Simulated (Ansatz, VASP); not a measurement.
## Pt: VASP beside Ansatz

Contents of INCAR:

```
SYSTEM = Pt
ALGO = Normal
EDIFF = 1E-6
ENCUT = 520
GGA = CA
ISIF = 2
ISMEAR = -1
LASPH = .True.
LCHARG = .False.
LREAL = .False.
LWAVE = .False.
NBANDS = 11
NELM = 100
PREC = Accurate
SIGMA = 0.05
```

File KPOINTS:

```
k-points
0
Gamma
  12 12 12
  0 0 0
```

The input POSCAR:

```
Pt
1.0
   -1.5518799051      1.5518799051      1.5518799051
    1.5518799051     -1.5518799051      1.5518799051
    1.5518799051      1.5518799051     -1.5518799051
Pt
1
Direct
    0.0000000000      0.0000000000      0.0000000000
```

File input.yaml:

```yaml
crystal:
  lattice:
    - [-1.5518799051, 1.5518799051, 1.5518799051]
    - [1.5518799051, -1.5518799051, 1.5518799051]
    - [1.5518799051, 1.5518799051, -1.5518799051]
  atoms:
    - { symbol: Pt, position: [0.0, 0.0, 0.0] }
kpoints:
  mp_grid: { grid: [12, 12, 12] }
scf:
  occupations: { method: fermi_dirac, width: 0.05 }
hamiltonian:
  xc: lda
  pseudopotentials: { kind: all_electron, lapw: { basis_error: 0.001 } }
output:
  forces: true
  stress: true
  eigenvalues: true
```

Change from the starting cell: volume scaled by 0.94.

Alike in both runs: task single point; functional LDA; k mesh 12 × 12 × 12; occupations fermi-dirac, width 0.05 eV; no spin polarisation.

```csv
,VASP,Ansatz
version,VASP 6.6.1,Ansatz 0.2.0
potentials or method,"VASP PAW LDA potentials, release 64 (Pt)","all-electron LAPW, scalar-relativistic"
plane-wave cutoff (eV),520,see its input
```

```csv
,VASP,Ansatz,Ansatz less VASP
gap on the k mesh at the Fermi level (eV),none,none,-
pressure (GPa),-0.1,-0.8,-0.71
```

A gap of «none» marks a metal or a gap that the smearing closes. Ansatz ran all-electron here, so the differences hold the error of VASP's frozen core and of both bases.

Spin-orbit coupling is left out, which matters for the levels of Pt.
